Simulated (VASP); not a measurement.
A run of VASP 6.6.1 is set up as follows.

File POSCAR:

```
SnSe                                    
1.0
   11.4864949695      0.0000000000      0.0000000000
    0.0000000000      4.1722137264     -0.0000000000
    0.0000000000     -0.0000000000      4.3796772184
  Sn              Se            
     4     4
Direct
     0.1176302971571503    0.2500000000000000    0.0931652914666247
     0.3823697028428497    0.7500000000000000    0.5931652914666246
     0.6176302971571503    0.2500000000000000    0.4068347085333753
     0.8823697028428497    0.7500000000000000    0.9068347085333754
     0.3570262765108209    0.2500000000000000    0.0220175791814775
     0.1429737234891793    0.7500000000000000    0.5220175791814775
     0.8570262765108206    0.2500000000000000    0.4779824208185154
     0.6429737234891794    0.7500000000000000    0.9779824208185225
```

The input INCAR.step1:

```
SYSTEM = SnSe
PREC = Accurate ; ENCUT = 520
EDIFF = 1E-5 ; ISMEAR = 0
SIGMA = 0.03 ; LREAL = .FALSE.
LASPH = .TRUE. ; NELM = 80
ALGO = Normal ; ISIF = 2
LWAVE = .TRUE. ; LCHARG = .FALSE.
KPAR = 4 ; GGA = PE
```

INCAR.step2

```
SYSTEM = SnSe
PREC = Accurate ; ENCUT = 520
EDIFF = 1E-6 ; ISMEAR = 0
SIGMA = 0.03 ; LREAL = .FALSE.
LASPH = .TRUE. ; NELM = 80
ALGO = Normal ; ISIF = 2
LWAVE = .FALSE. ; LCHARG = .FALSE.
METAGGA = MBJ ; KPAR = 4
ISTART = 1
```

Contents of KPOINTS:

```
regular mesh
0
G
  4 8 8
  0 0 0
```

KPOINTS_OPT

```
explicit points
258
Reciprocal
 0.0000000000  0.0000000000  0.0000000000 1
 0.0000000000  0.0357142857  0.0000000000 1
 0.0000000000  0.0714285714  0.0000000000 1
 0.0000000000  0.1071428571  0.0000000000 1
 0.0000000000  0.1428571429  0.0000000000 1
 0.0000000000  0.1785714286  0.0000000000 1
[... 250 lines left out ...]
 0.0000000000  0.5000000000  0.0248440900 1
 0.0000000000  0.5000000000 -0.0248440900 1
```

Potentials or basis: VASP PAW PBE potentials, release 64 (Sn_d, Se).

Launch:

```bash
$ cat potpaw_PBE.64/Sn_d/POTCAR potpaw_PBE.64/Se/POTCAR > POTCAR
$ cp INCAR.step1 INCAR
$ mpirun -np 4 vasp_std > vasp.out
$ cp INCAR.step2 INCAR
$ mpirun -np 4 vasp_std > vasp.out
```

**Question.** Estimate the band gap on the k mesh.

**Answer.** 0.86 eV, indirect (least direct gap 1.23 eV).

**Question.** Predict the band gap along the path.

**Answer.** 0.83 eV, indirect (least direct gap 0.87 eV).

Levels at the corners of the path, in eV from the valence-band top:
```
point  band 37  band 38  band 39  band 40  band 41  band 42  band 43  band 44
    Γ    -1.80    -1.31    -0.76    -0.63     0.83     3.27     3.48     3.51
    X    -0.92    -0.92    -0.66    -0.66     1.28     1.28     1.69     1.69
    X    -0.92    -0.92    -0.66    -0.66     1.28     1.28     1.69     1.69
    S    -2.37    -2.37    -1.57    -1.57     2.84     2.84     3.18     3.18
    S    -2.37    -2.37    -1.57    -1.57     2.84     2.84     3.18     3.18
    Y    -0.66    -0.66    -0.15    -0.15     1.53     1.53     1.65     1.65
    Y    -0.66    -0.66    -0.15    -0.15     1.53     1.53     1.65     1.65
    Γ    -1.80    -1.31    -0.76    -0.63     0.83     3.27     3.48     3.51
    Γ    -1.80    -1.31    -0.76    -0.63     0.83     3.27     3.48     3.51
    Z    -2.07    -2.07    -0.66    -0.66     2.78     2.78     3.13     3.13
    Z    -2.07    -2.07    -0.66    -0.66     2.78     2.78     3.13     3.13
    U    -0.87    -0.87    -0.87    -0.87     1.69     1.69     1.69     1.69
    U    -0.87    -0.87    -0.87    -0.87     1.69     1.69     1.69     1.69
    R    -1.67    -1.67    -1.67    -1.67     2.67     2.67     2.67     2.67
    R    -1.67    -1.67    -1.67    -1.67     2.67     2.67     2.67     2.67
    T    -0.45    -0.45    -0.14    -0.14     1.45     1.45     1.70     1.70
    T    -0.45    -0.45    -0.14    -0.14     1.45     1.45     1.70     1.70
    Z    -2.07    -2.07    -0.66    -0.66     2.78     2.78     3.13     3.13
    Y    -0.66    -0.66    -0.15    -0.15     1.53     1.53     1.65     1.65
    T    -0.45    -0.45    -0.14    -0.14     1.45     1.45     1.70     1.70
    U    -0.87    -0.87    -0.87    -0.87     1.69     1.69     1.69     1.69
    X    -0.92    -0.92    -0.66    -0.66     1.28     1.28     1.69     1.69
    S    -2.37    -2.37    -1.57    -1.57     2.84     2.84     3.18     3.18
    R    -1.67    -1.67    -1.67    -1.67     2.67     2.67     2.67     2.67
```

Caveat: spin-orbit coupling is left out, which moves the levels of the heavy elements.

**What was measured.**

“Linear dichroism of the optical properties of SnS and SnSe van der Waals crystals”, 2024, arxiv:2409.17412 reports, for a bulk crystal of SnSe at 20 K: band gap 0.99 eV (indirect).

A measured gap of SnSe is 0.99 eV (indirect; 20 K; “Linear dichroism of the optical properties of SnS and SnSe van der Waals crystals”, 2024, arxiv:2409.17412); the calculated 0.83 eV misses it by -0.16 eV. 3 values of this kind are on record (0.89 to 1.07 eV); this one was drawn at random among those near their median. Spin-orbit coupling on Se, Sn is left out. The value is that of TB-mBJ, without temperature or zero-point motion.
